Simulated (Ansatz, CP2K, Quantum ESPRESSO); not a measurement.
**One calculation of HfO2, 4 ways**

```
Hf O
1.0
     5.11800    0.00000    0.00000
     0.00000    5.18570    0.00000
    -0.85866    0.00000    5.21387
Hf O
4 8
Direct
  0.27550 0.46030 0.70800
  0.72450 0.96030 0.79200
  0.72450 0.53970 0.29200
  0.27550 0.03970 0.20800
  0.07420 0.16840 0.84670
  0.92580 0.66840 0.65330
  0.92580 0.83160 0.15330
  0.07420 0.33160 0.34670
  0.44870 0.74190 0.98010
  0.55130 0.24190 0.51990
  0.55130 0.25810 0.01990
  0.44870 0.75810 0.48010
```

Alike in all runs: task band structure; functional PBE; k mesh 5 × 5 × 5; occupations fermi-dirac, width 0.05 eV; no spin polarisation; no spin-orbit coupling. Pressure is positive in compression and, in plane waves, holds the error of the finite cutoff, which Ansatz's Pulay term estimates and takes out. Gaps are the smaller of the mesh's and the band path's.

```json
{"program and potentials": "Ansatz, SPMS NC", "plane-wave cutoff (eV)": "1034", "notes": "Pulay term of +0.43 GPa included", "band gap (eV)": "4.17", "pressure (GPa)": "3.69", "largest force (eV/Å)": "0.451"}
{"program and potentials": "CP2K, POTENTIAL_UZH Hf GTH-PBE-q12, O GTH-PBE-q6; TZVP-MOLOPT-PBE-GTH basis", "plane-wave cutoff (eV)": "-", "notes": "atomic basis", "band gap (eV)": "4.14", "pressure (GPa)": "-0.02", "largest force (eV/Å)": "0.377"}
{"program and potentials": "Quantum ESPRESSO, PseudoDojo 0.5 SR PBE standard", "plane-wave cutoff (eV)": "1143", "notes": "-", "band gap (eV)": "4.16", "pressure (GPa)": "3.36", "largest force (eV/Å)": "0.451"}
{"program and potentials": "Ansatz, PseudoDojo standard (PBE files)", "plane-wave cutoff (eV)": "1143", "notes": "Pulay term of +0.04 GPa included", "band gap (eV)": "4.16", "pressure (GPa)": "3.48", "largest force (eV/Å)": "0.451"}
```

Force on atom 5 (O), eV/Å:

```json
{"program and potentials": "Ansatz, SPMS NC", "x": "-0.395", "y": "-0.171", "z": "-0.135"}
{"program and potentials": "CP2K, POTENTIAL_UZH Hf GTH-PBE-q12, O GTH-PBE-q6; TZVP-MOLOPT-PBE-GTH basis", "x": "-0.339", "y": "-0.165", "z": "-0.018"}
{"program and potentials": "Quantum ESPRESSO, PseudoDojo 0.5 SR PBE standard", "x": "-0.396", "y": "-0.173", "z": "-0.131"}
{"program and potentials": "Ansatz, PseudoDojo standard (PBE files)", "x": "-0.395", "y": "-0.173", "z": "-0.132"}
```

The band gap spans 4.14 (CP2K, POTENTIAL_UZH Hf GTH-PBE-q12, O GTH-PBE-q6; TZVP-MOLOPT-PBE-GTH basis) to 4.17 eV (Ansatz, SPMS NC). The pressure spans -0.02 (CP2K, POTENTIAL_UZH Hf GTH-PBE-q12, O GTH-PBE-q6; TZVP-MOLOPT-PBE-GTH basis) to 3.69 GPa (Ansatz, SPMS NC). The pressure on the cell as given of CP2K, POTENTIAL_UZH Hf GTH-PBE-q12, O GTH-PBE-q6; TZVP-MOLOPT-PBE-GTH basis lies far from the others; the cause wasn't traced. The paths' points differ, which is worth about 0.01 eV. Rows in atomic bases carry the error of their basis and grid, which can be large.

The functional is the same throughout but for its coding, so the spread measures potentials, basis and numerics; runs on potential files found faulty are left out.
